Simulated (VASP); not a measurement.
A run of VASP 6.6.1:

INCAR

```
SYSTEM = Al8N7
PREC = Accurate
ENCUT = 520
EDIFF = 1E-6
ISMEAR = 0
SIGMA = 0.05
LREAL = Auto
LASPH = .True.
NELM = 60
ALGO = Fast
ISIF = 2
LWAVE = .False.
LCHARG = .False.
GGA = PE
NBANDS = 42
NELECT = 56.0
```

The input KPOINTS:

```
regular mesh
0
Gamma
  4 4 4
  0 0 0
```

POSCAR

```
Al8N7
1.0
    0.0000000000      4.0705261175     -4.0705261175
    4.0705261175      4.0705261175      0.0000000000
    4.0705261175      0.0000000000     -4.0705261175
Al N
8 7
Direct
    0.2500000000      0.7500000000      0.2500000000
    0.2500000000      0.2500000000      0.2500000000
    0.7500000000      0.7500000000      0.2500000000
    0.7500000000      0.2500000000      0.2500000000
    0.2500000000      0.7500000000      0.7500000000
    0.2500000000      0.2500000000      0.7500000000
    0.7500000000      0.7500000000      0.7500000000
    0.7500000000      0.2500000000      0.7500000000
    0.4877165756     -0.1377165756     -0.0122834244
    1.0000000000      0.5000000000      0.0000000000
    1.0000000000      0.0000000000      0.0000000000
    0.5000000000      0.5000000000      0.5000000000
    0.5000000000      0.0000000000      0.5000000000
    1.0000000000      0.5000000000      0.5000000000
    1.0000000000      0.0000000000      0.5000000000
```

Potentials or basis: VASP PAW PBE potentials, release 64 (Al, N).

The run is started by

```sh
$ cat potpaw_PBE.64/Al/POTCAR potpaw_PBE.64/N/POTCAR > POTCAR
$ mpirun -np 1 vasp_std > vasp.out
```

Hardware: 1 thread of Intel(R) Xeon(R) Platinum 8488C (Sapphire Rapids), on a shared host.

Problem. How long does it take, and how much memory?

Solution. It took 8.8 min on 1 thread of Intel(R) Xeon(R) Platinum 8488C (Sapphire Rapids), on a shared host, peak memory 0.34 GiB. Counts: scf iterations 17, k points 24.
